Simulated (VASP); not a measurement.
## BN: equation of state with PBE

**Measured values to compare with.**

“Effect of nanostructuration on compressibility of cubic BN”, 2012, arxiv:1208.3664 quotes, for a bulk crystal of BN at 300 K: bulk modulus 395 ± 2 GPa.

BN:

```
CELL_PARAMETERS angstrom
0.00000 1.81300 1.81300
1.81300 0.00000 1.81300
1.81300 1.81300 0.00000
ATOMIC_POSITIONS crystal
N 0.25000 0.25000 0.25000
B 0.00000 0.00000 0.00000
```

The cell is a database's computed one.

```json
{
  "Program": "VASP 6.6.1",
  "Task": "equation of state",
  "Functional": "PBE",
  "Potentials or basis": "VASP PAW PBE potentials, release 64 (N, B)",
  "Cutoff": "520 eV",
  "k mesh": "13 × 13 × 13",
  "Occupations": "fermi-dirac, width 0.05 eV",
  "Spin": "no spin polarisation"
}
```

```json
{"Equilibrium volume": "5.96 Å³/atom", "Bulk modulus": "373 GPa", "Pressure derivative of the bulk modulus": "3.7"}
```

Energy against volume, from the lowest point:
```tsv
volume (Å³/atom)	energy (meV/atom)
5.602	27.71
5.721	11.96
5.840	2.93
5.959	0.00
6.078	2.62
6.198	10.28
6.317	22.57
```

All runs of the series together: 49 s on 1 thread of AMD EPYC 9R45 (Zen 5) (shared host).

A measured bulk modulus of BN is 395 GPa (300 K; quoted in “Effect of nanostructuration on compressibility of cubic BN”, 2012, arxiv:1208.3664); the calculated 373 GPa misses it by -5.7 %. The fit is for a static lattice scaled at fixed shape and fixed fractional positions.
